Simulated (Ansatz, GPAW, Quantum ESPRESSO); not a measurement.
# AlN: 3 runs at one level of theory

```xyz
2
Lattice="0.0000 2.1840 2.1840 2.1840 0.0000 2.1840 2.1840 2.1840 0.0000" Properties=species:S:1:pos:R:3 pbc="T T T"
Al    0.0000    0.0000    0.0000
N     1.0920    1.0920    1.0920
```

Measurements of this composition are mostly on another form, of space group No. 186.

Alike in all runs: task equation of state; functional PBEsol; dispersion D4; k mesh 10 × 10 × 10; occupations fermi-dirac, width 0.05 eV; no spin polarisation; no spin-orbit coupling.

```csv
program and potentials,plane-wave cutoff (eV),notes,equilibrium volume (Å³/atom),bulk modulus (GPa)
"Ansatz, Ansatz PAW",420,"potentials made for PBE, which Ansatz adapts in part",10.35,205.0
"GPAW, PAW data sets generated for this functional",800,-,10.43,204.9
"Quantum ESPRESSO, PseudoDojo 0.4.1 SR PBEsol standard",1143,-,10.34,205.8
```

The equilibrium volume spans 10.34 (Quantum ESPRESSO, PseudoDojo 0.4.1 SR PBEsol standard) to 10.43 Å³/atom (GPAW, PAW data sets generated for this functional). The bulk modulus spans 204.9 (GPAW, PAW data sets generated for this functional) to 205.8 GPa (Quantum ESPRESSO, PseudoDojo 0.4.1 SR PBEsol standard).

The functional is the same throughout but for its coding, so the spread measures potentials, basis and numerics; runs on potential files found faulty are left out.
